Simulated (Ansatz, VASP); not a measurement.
**Ba in VASP and in Ansatz**

```
CELL_PARAMETERS angstrom
-2.51249 2.51249 2.51249
2.51249 -2.51249 2.51249
2.51249 2.51249 -2.51249
ATOMIC_POSITIONS crystal
Ba 0.00000 0.00000 0.00000
```

Alike in both runs: task single point; functional PBE; k mesh 2 × 2 × 2; occupations fermi-dirac, width 0.1 eV; no spin polarisation.

|  | VASP | Ansatz |
| --- | --- | --- |
| version | VASP 6.6.1 | Ansatz 0.2.0 |
| potentials or method | VASP PAW PBE potentials, release 64 (Ba_sv) | plane waves (420 eV) with PAW, scalar-relativistic |
| plane-wave cutoff (eV) | 520 | 420 |
| valence electrons in the cell | 10 | 10 |

|  | VASP | Ansatz | Ansatz less VASP |
| --- | --- | --- | --- |
| pressure (GPa) | -4.2 | -4.2 | 0.00 |

Caveats: the k mesh is coarse (spacing up to 0.88 Å⁻¹), so the values aren't converged. Spin-orbit coupling is left out, which matters for the levels of Ba.
